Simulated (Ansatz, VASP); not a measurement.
# Two plane-wave programs on InAs

```xyz
2
Lattice="0.0000 2.8773 2.8773 2.8773 0.0000 2.8773 2.8773 2.8773 0.0000" Properties=species:S:1:pos:R:3 pbc="T T T"
In    2.8773    2.8773    2.8773
As    0.0000    0.0000    0.0000
```

Measurements of this composition are mostly on another form, of space group No. 216.

Alike in both runs: functional PBEsol; k mesh 6 × 6 × 6; occupations fermi-dirac, width 0.05 eV; non-collinear spin, spin-orbit coupling.

|  | VASP | Ansatz |
| --- | --- | --- |
| version | VASP 6.6.1 | Ansatz 0.2.0 |
| potentials or method | VASP PAW PBE potentials, release 64 (In_d, As) | Ansatz PAW |
| plane-wave cutoff (eV) | 520 | 420 |
| valence electrons in the cell | 18 | 28 |
| task | single point | band structure |

```tsv
	VASP	Ansatz	Ansatz less VASP
gap on the k mesh at the Fermi level (eV)	none	none	-
pressure (GPa)	-3.3	-3.3	-0.08
net moment per atom (μB)	0.00	0.00	0.000
```

A gap of «none» marks a metal or a gap that the smearing closes. The two sets of potentials don't hold the same shells in valence.

Caveats: the PAW data sets were made with another functional, which shifts forces and pressure a little (VASP); the PAW data sets come from PBE, with cores solved anew for the run's functional, which leaves a small shift of forces and pressure (Ansatz).
